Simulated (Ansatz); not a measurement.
SnTe:

```
Te Sn
1.0
     0.00000    3.15085    3.15085
     3.15085    0.00000    3.15085
     3.15085    3.15085    0.00000
Te Sn
1 1
Direct
  0.50000 0.50000 0.50000
  0.00000 0.00000 0.00000
```

* Program: Ansatz 0.2.0
* Task: single point
* Functional: PBEsol
* Potentials or basis: all-electron LAPW, scalar-relativistic
* Cutoff: 185 eV (chosen from the basis error)
* Basis error allowed: 0.001 eV/atom
* k mesh: 7 × 7 × 7
* Occupations: fermi-dirac, width 0.05 eV
* Spin: no spin polarisation

On this cell: pressure -0.4 GPa; largest force zero by symmetry; band gap on the k mesh not listed.

The same run follows on a disturbed copy (atoms moved at random, drawn with an rms of 0.05 Å):

```xyz
2
Lattice="0.0000 3.1509 3.1509 3.1509 0.0000 3.1509 3.1509 3.1509 0.0000" Properties=species:S:1:pos:R:3 pbc="T T T"
Te    3.1510    3.2022    3.1652
Sn   -0.0421    0.0002   -0.0197
```

Question: What changes?

Answer: The energy moves by +0.1 meV/atom; pressure -0.3 GPa; largest force 0.010 eV/Å; band gap on the k mesh 0.66 eV, direct.

Forces on the atoms (eV/Å):
```
Te  -0.006 -0.007 -0.005
Sn   0.006  0.007  0.005
```

Caveats: spin-orbit coupling is left out, which moves the levels of the heavy elements (some runs); an odd mesh through Γ misses points on the zone boundary, where band edges often lie (some runs).
